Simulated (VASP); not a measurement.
# Sc (I4/mmm) in VASP: single point with LDA

Aim: the single point of Sc with LDA.

Program: VASP 6.6.1. These are calculated values, not measurements. Logs are shortened: lines on timing, memory, paths and dates and some standing lists are left out, and cuts for length are marked.

### Step 1. The structure

The structure is tetragonal, space group I4/mmm (No. 139). The conventional cell has a = 3.834 Å, b = 3.834 Å, c = 3.435 Å, α = 90.00°, β = 90.00°, γ = 90.00°. Sc (site symmetry 4/mmm) has 10 Sc at 3.21 to 3.44 Å as nearest neighbours.

This isn't the form of Sc at room conditions, which is hcp.

### Step 2. Single point, LDA

Input file INCAR:

```
SYSTEM = Sc
ALGO = Normal
EDIFF = 1E-6
ENCUT = 520
ISIF = 2
ISMEAR = -1
LASPH = .True.
LCHARG = .True.
LELF = .True.
LREAL = .False.
LVHAR = .True.
LWAVE = .False.
NBANDS = 12
NELM = 100
PREC = Accurate
SIGMA = 0.03
```

Input file KPOINTS:

```
k-points
0
Gamma
  13 13 13
  0 0 0
```

Input file POSCAR:

```
Sc
1.0
   -1.9172054859      1.9172054859      1.7176030000
    1.9172054859     -1.9172054859      1.7176030000
    1.9172054859      1.9172054859     -1.7176030000
Sc
1
Direct
    0.0000000000      0.0000000000      0.0000000000
```

Potentials or basis: VASP PAW LDA potentials, release 64 (Sc_sv).

Started as:

```sh
$ cat potpaw_LDA.64/Sc_sv/POTCAR > POTCAR
$ mpirun -np 1 vasp_std > vasp.out
```

OUTCAR:

```text
SYSTEM = Sc
   EDIFF = 1E-6
   ENCUT = 520
   ISIF = 2
   ISMEAR = -1
   LASPH = .True.
   LREAL = .False.
   NELM = 100
   PREC = Accurate

 ion  position               nearest neighbor table
   1  0.000  0.000  0.000-

  LATTYP: Found a body centered tetragonal cell.
 ALAT       =     3.8344109718
 C/A-ratio  =     0.8958888406

  Lattice vectors:

 A1 = (  -1.9172054859,   1.9172054859,   1.7176030000)
 A2 = (   1.9172054859,  -1.9172054859,   1.7176030000)
 A3 = (   1.9172054859,   1.9172054859,  -1.7176030000)

Analysis of symmetry for initial positions (statically):
=====================================================================
 Subroutine PRICEL returns:
 Original cell was already a primitive cell.

 Routine SETGRP: Setting up the symmetry group for a
 body centered tetragonal supercell.

 Subroutine GETGRP returns: Found 16 space group operations
 (whereof 16 operations were pure point group operations)
 out of a pool of 16 trial point group operations.

The static configuration has the point symmetry D_4h.

Analysis of symmetry for dynamics (positions and initial velocities):
=====================================================================
 Subroutine PRICEL returns:
 Original cell was already a primitive cell.

 Routine SETGRP: Setting up the symmetry group for a
 body centered tetragonal supercell.

 Subroutine GETGRP returns: Found 16 space group operations
 (whereof 16 operations were pure point group operations)
 out of a pool of 16 trial point group operations.

The dynamic configuration has the point symmetry D_4h.

 Subroutine INISYM returns: Found 16 space group operations
 (whereof 16 operations are pure point group operations),
 and found     1 'primitive' translations

----------------------------------------------------------------------------------------

                                     Primitive cell

  volume of cell :      25.2534

  direct lattice vectors                    reciprocal lattice vectors
    -1.917205486  1.917205486  1.717603000     0.000000000  0.260796249  0.291103357
     1.917205486 -1.917205486  1.717603000     0.260796249  0.000000000  0.291103357
     1.917205486  1.917205486 -1.717603000     0.260796249  0.260796249  0.000000000

  length of vectors
     3.209597142  3.209597142  3.209597142     0.390839927  0.390839927  0.368821593

  position of ions in fractional coordinates (direct lattice)
     0.000000000  0.000000000  0.000000000

  ion indices of the primitive-cell ions
   primitive index   ion index
                 1           1

----------------------------------------------------------------------------------------

 KPOINTS: k-points

Automatic generation of k-mesh.
 Grid dimensions read from file:
 generate k-points for:   13   13   13

 Generating k-lattice:

  Cartesian coordinates                     Fractional coordinates (reciprocal lattice)
     0.000000000  0.020061250  0.022392566     0.076923077 -0.000000000  0.000000000
     0.020061250  0.000000000  0.022392566    -0.000000000  0.076923077  0.000000000
     0.020061250  0.020061250  0.000000000     0.000000000  0.000000000  0.076923077

  Length of vectors
     0.030064610  0.030064610  0.028370892

  Shift w.r.t. Gamma in fractional coordinates (k-lattice)
     0.000000000  0.000000000  0.000000000

 Subroutine IBZKPT returns following result:
 ===========================================

 Found    196 irreducible k-points:

 Following reciprocal coordinates:
            Coordinates               Weight
  0.000000  0.000000  0.000000      1.000000
  0.076923  0.000000 -0.000000      8.000000
  0.153846 -0.000000  0.000000      8.000000
  0.230769 -0.000000  0.000000      8.000000
  0.307692 -0.000000  0.000000      8.000000
  0.384615  0.000000 -0.000000      8.000000
[... 16 lines left out ...]
  0.384615  0.153846  0.000000     16.000000
  0.461538  0.153846  0.000000     16.000000
 [... further k-points ...]
   k-points           NKPTS =    196   k-points in BZ     NKDIM =    196   number of bands    NBANDS=     12
   number of dos      NEDOS =    301   number of ions     NIONS =      1
   total plane-waves  NPLWV =  13824
   dimension x,y,z NGX =    24 NGY =   24 NGZ =   24
   dimension x,y,z NGXF=    48 NGYF=   48 NGZF=   48
   ions per type =               1
   NGX,Y,Z   is equivalent  to a cutoff of  12.43, 12.43, 12.43 a.u.
   NGXF,Y,Z  is equivalent  to a cutoff of  24.86, 24.86, 24.86 a.u.
 SYSTEM =  Sc
   PREC   = accura    normal or accurate (medium, high low for compatibility)
   ISTART =      0    job   : 0-new  1-cont  2-samecut
   ICHARG =      2    charge: 1-file 2-atom 10-const
   ISPIN  =      1    spin polarized calculation?
   LNONCOLLINEAR =      F non collinear calculations
   LSORBIT =      F    spin-orbit coupling
   LASPH  =      T    aspherical Exc in radial PAW
   ENCUT  =  520.0 eV  38.22 Ry    6.18 a.u.   5.97  5.97  5.97*2*pi/ulx,y,z
   NELM   =    100;   NELMIN=  2; NELMDL= -5     # of ELM steps
   EDIFF  = 0.1E-05   stopping-criterion for ELM
   LREAL  =      F    real-space projection
   EDIFFG = 0.1E-04   stopping-criterion for IOM
   NSW    =      0    number of steps for IOM
   IBRION =     -1    ionic relax: 0-MD 1-quasi-New 2-CG
   NFREE  =      0    steps in history (QN), initial steepest desc. (CG)
   ISIF   =      2    stress and relaxation
   ISYM   =      2    0-nonsym 1-usesym 2-fastsym
   POTIM  = 0.5000    time-step for ionic-motion
   TEBEG  =    0.0;   TEEND  =   0.0 temperature during run
   PSTRESS=    0.0 pullay stress
   NELECT =      11.0000    total number of electrons
   NUPDOWN=      -1.0000    fix difference up-down
   EMIN   =  10.00;   EMAX   =-10.00  energy-range for DOS
   EFERMI =   0.00;   METHOD = LEGACY
   ISMEAR =    -1;   SIGMA  =   0.03  broadening in eV -4-tet -1-fermi 0-gaus
   EFERMI_NEDOS =   21; number of points for ismear=-14 and -15
   IALGO  =     38    algorithm
   IMIX   =      4    mixing-type and parameters
     AMIX     =   0.40;   BMIX     =  1.00
     AMIX_MAG =   1.60;   BMIX_MAG =  1.00
  volume/ion in A,a.u.               =      25.25       170.42
  Fermi-wavevector in a.u.,A,eV,Ry     =   1.240983  2.345117 20.953486  1.540038
  Thomas-Fermi vector in A             =   2.375400
   LORBIT       =      0    0 simple, 1 ext, 2 COOP (PROOUT), +10 PAW based schemes
   GGA     = CA    functional components
   LHFCALC =     F    Hartree Fock is set to
   AEXX    =    0.0000 exact exchange contribution
   IVDW    =     0    specifies the selected vdW correction
   LEPSILON=     F    determine dielectric tensor
   LRPA    =     F    only Hartree local field effects (RPA)
 non-spin polarized calculation
  energy-cutoff  :      520.00
  volume of cell :       25.25
 maximum number of plane-waves:       698
   NGX = 11   NGY = 11   NGZ = 11

 number of electron      11.0000004 magnetization

 Free energy of the ion-electron system (eV)
  ---------------------------------------------------
  ext. energy  EPLUGINS =         0.00000000
  ---------------------------------------------------
  free energy    TOTEN  =        -6.56243287 eV

  energy without entropy =       -6.55413421  energy(sigma->0) =       -6.55828354

 E-fermi :   3.4210     XC(G=0): -10.0460

 val. band max:        3.4179682737   @ k =  -0.4615   0.3077   0.0000
 cond. band min:       3.4210171979   @ k =  -0.4615   0.2308   0.0000
 fundamental gap:      0.0030489243
 Fermi energy:         3.4209867681

 k-point     1 :       0.0000    0.0000    0.0000
  band No.  band energies     occupation
      1     -45.5851      2.00000
      2     -24.3499      2.00000
      3     -24.3499      2.00000
      4     -24.3262      2.00000
      5      -1.7090      2.00000
      6       4.3746      0.00000
      7       5.0637      0.00000
      8       5.0637      0.00000
      9       5.7430      0.00000
     10       6.5187      0.00000
     11      16.9090      0.00000
     12      16.9090      0.00000

 k-point     2 :       0.0769    0.0000   -0.0000
  band No.  band energies     occupation
      1     -45.5814      2.00000
      2     -24.3645      2.00000
      3     -24.3573      2.00000
      4     -24.3355      2.00000
      5      -1.5463      2.00000
      6       4.3957      0.00000
      7       5.0138      0.00000
      8       5.0671      0.00000
      9       5.7621      0.00000
     10       6.4450      0.00000
     11      16.8916      0.00000
     12      17.0618      0.00000

 k-point     3 :       0.1538   -0.0000    0.0000
  band No.  band energies     occupation
      1     -45.5712      2.00000
      2     -24.4225      2.00000
      3     -24.3776      2.00000
      4     -24.3432      2.00000
      5      -1.0752      2.00000
      6       4.3213      0.00000
      7       4.8039      0.00000
      8       5.2376      0.00000
      9       5.8667      0.00000
     10       6.3049      0.00000
     11      16.5492      0.00000
     12      16.9978      0.00000
[... 286 lines left out ...]
 k-point    23 :       0.3846    0.1538    0.0000
  band No.  band energies     occupation
      1     -45.5184      2.00000
      2     -24.6885      2.00000
      3     -24.4980      2.00000
      4     -24.3878      2.00000
      5       2.0669      2.00000
      6       3.4172      1.06251
      7       3.8117      0.00000
      8       6.0564      0.00000
      9       6.9168      0.00000
     10       7.8707      0.00000
     11      10.3525      0.00000
     12      12.6138      0.00000

 k-point    24 :       0.4615    0.1538    0.0000
  band No.  band energies     occupation
      1     -45.5194      2.00000
      2     -24.6832      2.00000
      3     -24.5002      2.00000
      4     -24.3832      2.00000
      5       2.0202      2.00000
      6       3.4692      0.33379
      7       3.7758      0.00001
      8       6.1067      0.00000
      9       6.7085      0.00000
     10       7.9036      0.00000
     11      10.5336      0.00000
     12      12.4993      0.00000

 [... further k-points ...]
[... 5 lines left out ...]
  --------------------------------------------------------------------------------------
  -------------------------------------------------------------------------------------
  Total       -0.8697468     -0.8697468     -0.8172876      0.0000000      0.0000000      0.0000000
  in kB      -55.1802080    -55.1802080    -51.8519874      0.0000000      0.0000000      0.0000000
  external PRESSURE =     -54.0708011 kB  Pullay stress =       0.0000000 kB

 VOLUME and BASIS-vectors are now :
 -----------------------------------------------------------------------------
  energy-cutoff  :      520.00
  volume of cell :       25.25
      direct lattice vectors                 reciprocal lattice vectors
    -1.917205486  1.917205486  1.717603000     0.000000000  0.260796249  0.291103357
     1.917205486 -1.917205486  1.717603000     0.260796249  0.000000000  0.291103357
     1.917205486  1.917205486 -1.717603000     0.260796249  0.260796249  0.000000000

 POSITION                                       TOTAL-FORCE (eV/Angst)
 -----------------------------------------------------------------------------------
      0.00000      0.00000      0.00000        -0.000000      0.000000     -0.000000
 -----------------------------------------------------------------------------------
    total drift:                                0.000000      0.000000     -0.000000

  FREE ENERGIE OF THE ION-ELECTRON SYSTEM (eV)
  ---------------------------------------------------
  free  energy   TOTEN  =        -6.5624328653 eV

  energy  without entropy=       -6.5541342097  energy(sigma->0) =       -6.55828354
```

Wall time 22 s (1 thread of Intel Xeon Platinum 8488C (Sapphire Rapids), shared host); peak memory 0.17 GiB.

Results:

```yaml
Free_energy: -6.5624 eV
Pressure: -5.4 GPa
Band_gap_on_the_k_mesh: none (metal or under the smearing width)
```

Stress tensor (GPa, compression positive):
```
-5.52  0.00  0.00
 0.00 -5.52  0.00
 0.00  0.00 -5.19
```
